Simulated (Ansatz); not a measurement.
SrCl2 in Ansatz: the effect of functional

SrCl2:

```xyz
3
Lattice="0.0000 3.4412 3.4412 3.4412 0.0000 3.4412 3.4412 3.4412 0.0000" Properties=species:S:1:pos:R:3 pbc="T T T"
Sr    0.0000    0.0000    0.0000
Cl    5.1618    5.1618    5.1618
Cl    1.7206    1.7206    1.7206
```

The cell isn't the ideal one: volume scaled by 0.96.

Alike in all runs:

```yaml
Program: Ansatz 0.2.0
Task: single point
Potentials_or_basis: Ansatz PAW
k_mesh: 7 × 7 × 7
Occupations: fermi-dirac, width 0.05 eV
Spin: no spin polarisation
```

```csv
functional,cutoff,gap on the mesh (eV),pressure (GPa)
LDA,420 eV (not typed: the program's choice for these potentials),5.07,-1.5
PBEsol,420 eV (not typed: the program's choice for these potentials),5.33,0.4
r2SCAN,500 eV (not typed: the program's choice for these potentials),?,?
```

Q: What does the run with functional r2SCAN give?

A: gap on the mesh 6.07 eV; pressure 2.0 GPa.

Caveats: odd divisions of the mesh miss points on the zone boundary, where band edges often lie, so the gap on the mesh can be too wide; the PAW data sets come from PBE, with cores solved anew for the run's functional, which leaves a small shift of forces and pressure.

A k mesh can miss the band edges.
